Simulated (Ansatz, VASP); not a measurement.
## InO: VASP beside Ansatz

```
In O
1.0
     3.52135    0.00000    0.00000
    -1.76067    3.04958    0.00000
     0.00000    0.00000   16.18849
In O
2 2
Cartesian
  1.7607 1.0165 6.6369
  1.7607 1.0165 9.5516
  0.0000 0.0000 5.8300
  0.0000 0.0000 10.3585
```

Change from the starting cell: volume scaled by 1.06.

Alike in both runs: task single point; functional PBE; k mesh 9 × 9 × 2; occupations fermi-dirac, width 0.05 eV; no spin polarisation.

|  | VASP | Ansatz |
| --- | --- | --- |
| version | VASP 6.6.1 | Ansatz 0.2.0 |
| potentials or method | VASP PAW PBE potentials, release 64 (In_d, O), cutoff 520 eV | all-electron LAPW, scalar-relativistic |

|  | VASP | Ansatz | Ansatz less VASP |
| --- | --- | --- | --- |
| gap on the k mesh at the Fermi level (eV) | 0.31 | 0.32 | +0.015 |
| least direct gap on the mesh (eV) | 0.92 | 0.93 | +0.012 |
| rms of the force components (eV/Å) | 0.203 | 0.217 | +0.0138 |

Atom by atom the forces differ by 0.014 eV/Å (rms over components). Ansatz ran all-electron here, so the differences hold the error of VASP's frozen core and of both bases.

Caveats: spin-orbit coupling is left out, which moves the levels of the heavy elements.
